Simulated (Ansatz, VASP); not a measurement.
**EuO in VASP and in Ansatz**

File INCAR:

```
SYSTEM = EuO
PREC = Accurate ; ENCUT = 520
EDIFF = 1E-6 ; ISMEAR = 0
SIGMA = 0.05 ; LREAL = .False.
LASPH = .True. ; NELM = 150
ALGO = Normal ; ISIF = 2
LWAVE = .False. ; LCHARG = .True.
ISPIN = 2 ; MAGMOM = 7 0
LORBIT = 11 ; LMAXMIX = 6
LDAU = .True. ; LDAUTYPE = 2
LDAUL = 3 -1 ; LDAUU = 7 0
LDAUJ = 0 0 ; LDAUPRINT = 1
GGA = PE ; LELF = .True.
LVHAR = .True. ; NBANDS = 22
```

Contents of KPOINTS:

```
Automatic mesh
0
Gamma
  6 6 6
  0 0 0
```

Contents of POSCAR:

```
EuO
1.0
    0.0000000000      2.5719519700      2.5719519700
    2.5719519700      0.0000000000      2.5719519700
    2.5719519700      2.5719519700      0.0000000000
Eu O
1 1
Direct
    0.5000000000      0.5000000000      0.5000000000
    0.0000000000      0.0000000000      0.0000000000
```

Input for Ansatz:

```yaml
crystal:
  lattice:
    - [0.0, 2.57195197, 2.57195197]
    - [2.57195197, 0.0, 2.57195197]
    - [2.57195197, 2.57195197, 0.0]
  atoms:
    - { symbol: Eu, position: [0.5, 0.5, 0.5], spin: 7.0 }
    - { symbol: O, position: [0.0, 0.0, 0.0] }
basis:
  ecutwfc: 420
  ecutrho_ratio: 4
kpoints:
  mp_grid: { grid: [6, 6, 6] }
hamiltonian:
  xc: pbe
  hubbard: { sites: [{ site: 0, l: f, u_eff: 7.0 }] }
scf:
  occupations: { method: gaussian, width: 0.05 }
  lower_state_search: "off"
  max_iter: 150
output:
  forces: true
  stress: true
  eigenvalues: true
  populations: true
  hubbard: { sites: [{ site: 0, l: f }] }
magnetization:
  spin_polarized: true
```

Alike in both runs: task single point; functional PBE; k mesh 6 × 6 × 6; occupations gaussian, width 0.05 eV; collinear spin; Hubbard terms Eu f U = 7.0 eV.

|  | VASP | Ansatz |
| --- | --- | --- |
| version | VASP 6.6.1 | Ansatz 0.2.0 |
| potentials or method | VASP PAW PBE potentials, release 64 (Eu, O) | scalar-relativistic, plane waves, PAW |
| plane-wave cutoff (eV) | 520 | 420 |
| valence electrons in the cell | 23 | 23 |

|  | VASP | Ansatz | Ansatz less VASP |
| --- | --- | --- | --- |
| gap on the k mesh at the Fermi level (eV) | 0.27 | 0.58 | +0.313 |
| least direct gap on the mesh (eV) | 0.45 | 0.84 | +0.389 |
| pressure (GPa) | 2.0 | 2.3 | +0.29 |
| net moment per atom (μB) | 3.50 | 3.50 | 0.000 |
| size of the moment on the site where the two differ most (μB) | 6.74 | 6.76 | +0.024 |

Site moments also hang on the region over which each program counts them. The programs project onto different local orbitals, so the same U acts differently.

Caveats: spin-orbit coupling is left out, which moves the levels of the heavy elements; a cell with one magnetic atom can't hold antiferromagnetic order, which such compounds often take. A k mesh can miss the band edges. The state reached can hang on the start; a lower one may exist.
